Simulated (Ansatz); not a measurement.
Level of theory: DFT PBE, scalar-relativistic, plane waves, PAW (Ansatz 0.2.0). Settings: cutoff 420 eV, Γ-centred meshes spaced at most about 0.3 Å⁻¹, and about 0.25 Å⁻¹ or finer for metals (2π included), Gaussian smearing. No spin polarisation in the final relaxations.

These are static total energies at zero pressure.

Two forms of TiAl₃ were relaxed alike.

A.

```
Ti Al
1.0
    -1.92273    1.92273    4.31118
     1.92273   -1.92273    4.31118
     1.92273    1.92273   -4.31118
Ti Al
1 3
Direct
  0.00000 0.00000 0.00000
  0.50000 0.50000 0.00000
  0.75000 0.25000 0.50000
  0.25000 0.75000 0.50000
```

B.

```
Ti Al
1.0
     2.80078    0.00000    0.00000
     0.00000    4.71452    0.00000
     0.00000    0.00000    4.93225
Ti Al
1 3
Cartesian
  0.0000 2.3573 0.8037
  1.4004 2.3573 3.2750
  1.4004 0.0000 1.6466
  0.0000 0.0000 4.1392
```

Task: Which is lower in energy, and by how much?

Result: A is lower, by 156 meV/atom. A has the TiAl3 (D0_22) type, space group I4/mmm (No. 139), 15.9 Å³/atom and no gap on its mesh; B has Ti and Al ordered on hcp sites, space group Pmm2 (No. 25), 16.3 Å³/atom and no gap. Counting all near atoms (those within 1.25 times the shortest distance at each site), A and B both have Ti 12, Al 12. Origin: A is a Materials Project cell, relaxed; B is a Materials Project cell, relaxed.
